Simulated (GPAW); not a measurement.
Input of a GPAW 26.7.0 run:

run.py

```python
from ase.dft.bandgap import bandgap
from ase.io import read, write
from ase.units import GPa
from gpaw import GPAW, PW

atoms = read('Ba.xyz')

calc = GPAW(mode=PW(600),
            xc='LDA',
            kpts={'size': (7, 7, 7), 'gamma': True},
            occupations={'name': 'methfessel-paxton', 'order': 0, 'width': 0.02},
            nbands=12,
            convergence={'density': 1e-05, 'energy': 1e-05},
            maxiter=150,
            txt='gpaw.txt')
atoms.calc = calc
energy = atoms.get_potential_energy()
forces = atoms.get_forces()
stress = atoms.get_stress()
calc.write('gs.gpw')
write('result.traj', atoms)
print(f'Energy: {energy:.6f} eV')
print('Forces (eV/A):')
print(forces.round(4))
print('Stress (GPa):', (stress / GPa).round(3))
print('Fermi level:', round(calc.get_fermi_level(), 4), 'eV')
print(f'Gap: {bandgap(calc)[0]:.4f} eV, direct: {bandgap(calc, direct=True)[0]:.4f} eV')
```

Contents of Ba.xyz:

```xyz
1
Lattice="3.9996500000 0.0000000000 0.0000000000 0.0000000000 3.9996500000 0.0000000000 0.0000000000 0.0000000000 3.6055390000" Properties=species:S:1:pos:R:3 pbc="T T T"
Ba     1.9998250000      1.9998250000      1.8027695000
```

Potentials or basis: the program's PAW data sets (release 1.2.1) made for this functional, pw.

Run with:

```bash
$ OMP_NUM_THREADS=1 python run.py
```

(1) Predict the pressure.

(2) What does it give for the band gap on the k mesh?

## Answers

(1) -0.8 GPa.

(2) none (metal or under the smearing width).
